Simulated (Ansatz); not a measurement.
**Co (bcc): energy against volume**

Theory: DFT, r2SCAN, plane waves (500 eV) with PAW, scalar-relativistic in Ansatz 0.2.0. The PAW files were generated under PBE, with cores re-solved for the functional.

The cell is scaled uniformly from the relaxed one, with fractional coordinates and shape fixed. Energies are extrapolated to zero smearing, pressures are those at the given smearing. Magnetic state: ferromagnetic.

A Birch-Murnaghan fit gives V₀ = 10.96 Å³/atom, B₀ = 213 GPa, B₀′ = 4.7.

Problem. What are the energy above the minimum and the pressure at 9.642 Å³/atom?

Solution. 135.3 meV/atom and 36.73 GPa as computed.

Problem. What are the energy above the minimum and the pressure at 10.080 Å³/atom?

Solution. 55.9 meV/atom and 21.92 GPa as computed.

Problem. What are the energy above the minimum and the pressure at 11.395 Å³/atom?

Solution. 10.4 meV/atom and -7.60 GPa as computed.
